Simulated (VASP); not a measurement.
Runs of VASP 6.6.1 on BAs. It takes space group F-43m (No. 216, cubic). The conventional cell has a = 4.777 Å, b = 4.777 Å, c = 4.777 Å, α = 90.00°, β = 90.00°, γ = 90.00°. As (site symmetry -43m) is surrounded by 4 B at 2.07 Å. B (site symmetry -43m) is surrounded by 4 As at 2.07 Å. 

```csv
task,level,spin,screening parameter,exchange at q = 0,mesh quality,gap on the mesh (eV),pressure (GPa)
band structure,HSE03,off,-,-,not flagged,1.78,(b)
single point,HSE06,"SOC, no magnetisation",0.2 1/A,-,coarse,-,-0.6
band structure,PBE0,off,-,truncated,not flagged,2.62,(a)
band structure,HSE06,off,0.2 1/A,-,not flagged,1.96,-0.6
```

Alike in all rows: potentials or basis VASP PAW PBE potentials, release 64 (As, B); cell as given; k mesh 6 × 6 × 6; cutoff (eV) 520; smearing gaussian 0.02 eV.

Fill in the values left out.

(a) -0.7; (b) -0.2.

Caveats: some runs use coarse meshes; the PAW data sets were made with another functional, which shifts forces and pressure a little; the mesh misses the band edges, which the band path finds closer together (some runs).

A k mesh can miss the band edges, and rows without SOC leave out spin-orbit coupling on As.
